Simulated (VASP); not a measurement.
# TiO₂: convergence, deformation potentials

TiO₂, I4_1/amd (no. 141), 6 atoms in the cell. PBE, strained cells; PAW potentials Ti_sv, O (PBE set). VASP 6.6.1.

Wanted: gap against ln V within 0.1 eV.

The series start from Relative volume step: 0.02; Cutoff (eV): 500; k-point spacing (1/Å): 0.3. Each series keeps the choices made before it, and each single choice may use up half of a tolerance. Times cover all steps of a run.

## Relative volume step

| Relative volume step | Gap against ln V (eV) | Time (s) |
|---|---|---|
| 0.06 | -1.29 | 810 |
| 0.02 | -1.32 | 783 |
| 0.01 (reference) | -1.31 | 766 |

Chosen: 0.06, the loosest value from which every tighter one stays within half of the tolerance.

## Cutoff (eV)

| Cutoff (eV) | Gap against ln V (eV) | Time (s) |
|---|---|---|
| 320 | -1.36 | 659 |
| 400 | -1.33 | 712 |
| 500 | -1.29 | 810 |
| 640 (reference) | -1.28 | 955 |

Chosen: 400.

## k-point spacing (1/Å)

| k-point spacing (1/Å) | Gap against ln V (eV) | Time (s) |
|---|---|---|
| 0.9 | -0.97 | 555 |
| 0.5 | -1.22 | 599 |
| 0.3 | -1.33 | 712 |
| 0.2 (reference) | -1.10 | 1079 |

Chosen: 0.2; the next looser run is off by more than half of the tolerance, so convergence isn't shown beyond this value.

## All choices together

| Input | Gap against ln V (eV) | Time (s) |
|---|---|---|
| quick settings (naive) | -1.32 | 519 |
| chosen settings | -1.10 | 1079 |
| reference settings throughout | -1.03 | 1624 |

The chosen settings stay within the tolerance of the reference run, but the reference itself isn't shown to be converged in: k-point spacing (1/Å).

## The input

INCAR.step1:
```
SYSTEM = TiO2
PREC = Accurate
ENCUT = 600
EDIFF = 1E-7
ISMEAR = 0
SIGMA = 0.05
ALGO = Normal
LREAL = .FALSE.
LASPH = .TRUE.
NELM = 100
LWAVE = .FALSE.
LCHARG = .FALSE.
IBRION = 2
NSW = 30
ISIF = 3
EDIFFG = -0.005
KPAR = 4
```

INCAR.step2, as INCAR.step1 but for:
```
- ENCUT = 600
- EDIFF = 1E-7
- NSW = 30
- ISIF = 3
+ ENCUT = 400
+ EDIFF = 1E-6
+ NSW = 15
```

KPOINTS.step1:
```
k-points
0
Gamma
  8 8 8
```

KPOINTS.step2:
```
Automatic mesh
0
Gamma
  9 9 12
  0 0 0
```

POSCAR.step1:
```
TiO2
1.0
   -1.8921000000      1.8921000000      4.7573000000
    1.8921000000     -1.8921000000      4.7573000000
    1.8921000000      1.8921000000     -4.7573000000
Ti O
2 4
Direct
    0.7500000000      0.2500000000      0.5000000000
    0.0000000000      0.0000000000      0.0000000000
    0.7919000000      0.7919000000      0.0000000000
    0.5419000000      0.0419000000      0.5000000000
    0.9581000000      0.4581000000      0.5000000000
    0.2081000000      0.2081000000      0.0000000000
```

POSCAR.step2:
```
TiO2
1.0
   -1.9009207755      1.9009207755      4.8536127809
    1.9009207755     -1.9009207755      4.8536127809
    1.9009207755      1.9009207755     -4.8536127809
Ti O
2 4
Direct
    0.7500000000      0.2500000000      0.5000000000
    0.0000000000      0.0000000000      0.0000000000
    0.7935080000      0.7935080000      0.0000000000
    0.5435080000      0.0435080000      0.5000000000
    0.9564920000      0.4564920000      0.5000000000
    0.2064920000      0.2064920000      0.0000000000
```

POSCAR.step3:
```
TiO2
1.0
   -1.9382031971      1.9382031971      4.9488058265
    1.9382031971     -1.9382031971      4.9488058265
    1.9382031971      1.9382031971     -4.9488058265
Ti O
2 4
Direct
    0.7500000000      0.2500000000      0.5000000000
    0.0000000000      0.0000000000      0.0000000000
    0.7935080000      0.7935080000      0.0000000000
    0.5435080000      0.0435080000      0.5000000000
    0.9564920000      0.4564920000      0.5000000000
    0.2064920000      0.2064920000      0.0000000000
```

POSCAR.step4:
```
TiO2
1.0
   -1.8621155854      1.8621155854      4.7545316572
    1.8621155854     -1.8621155854      4.7545316572
    1.8621155854      1.8621155854     -4.7545316572
Ti O
2 4
Direct
    0.7500000000      0.2500000000      0.5000000000
    0.0000000000      0.0000000000      0.0000000000
    0.7935080000      0.7935080000      0.0000000000
    0.5435080000      0.0435080000      0.5000000000
    0.9564920000      0.4564920000      0.5000000000
    0.2064920000      0.2064920000      0.0000000000
```

Commands (each step's output is kept before the next begins):
```
cat potpaw_PBE.64/Ti_sv/POTCAR potpaw_PBE.64/O/POTCAR > POTCAR
cp INCAR.step1 INCAR
cp KPOINTS.step1 KPOINTS
cp POSCAR.step1 POSCAR
mpirun -np 4 vasp_std > vasp.out
rm WAVECAR CHG
cp INCAR.step2 INCAR
cp KPOINTS.step2 KPOINTS
cp POSCAR.step2 POSCAR
mpirun -np 4 vasp_std > vasp.out
rm WAVECAR CHG
cp POSCAR.step3 POSCAR
mpirun -np 4 vasp_std > vasp.out
rm WAVECAR CHG
cp POSCAR.step4 POSCAR
mpirun -np 4 vasp_std > vasp.out
```

The chosen input took VASP 6.6.1 1079 s on 4 cores (Intel Xeon Platinum 8259CL @ 2.50GHz (Skylake/Cascade Lake)), a shared host.
